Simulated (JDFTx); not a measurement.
The system is Zr.

```
CELL_PARAMETERS angstrom
3.23200 0.00000 0.00000
-1.61600 2.79899 0.00000
0.00000 0.00000 5.14700
ATOMIC_POSITIONS crystal
Zr 0.66667 0.33333 0.75000
Zr 0.33333 0.66667 0.25000
```

Base run:

```yaml
Program: JDFTx 1.7.0 (patched build)
Functional: PBE
Potentials_or_basis: PseudoDojo-SR-PBE-0.5-standard with smoothed tails
Cutoff: 898 eV
Density_cutoff: 7184 eV
k_mesh: 9 × 9 × 5
Occupations: fermi-dirac, width 0.05 eV
Spin: no spin polarisation
```

Its results: band gap on the k mesh none (metal or under the smearing width); pressure 0.5 GPa.

Problem. After a change of settings the same cell gave: band gap on the k mesh none (metal or under the smearing width); pressure 3.7 GPa. Which change was it?
A. functional from PBE to RPBE; occupations from fermi-dirac, width 0.05 eV to gaussian, width 0.1 eV
B. functional from PBE to BLYP
C. functional from PBE to PBEsol; potentials or basis from PseudoDojo-SR-PBE-0.5-standard with smoothed tails to PseudoDojo-SR-PBEsol-0.4.1-standard with smoothed tails
D. occupations from fermi-dirac, width 0.05 eV to gaussian, width 0.011 eV

Solution. B.

BLYP binds less tightly than PBE, so the same cell stands under more pressure.

Caveats: the empty levels aren't tightly converged (some runs); the potentials were made for another functional, which shifts forces and pressure (some runs).
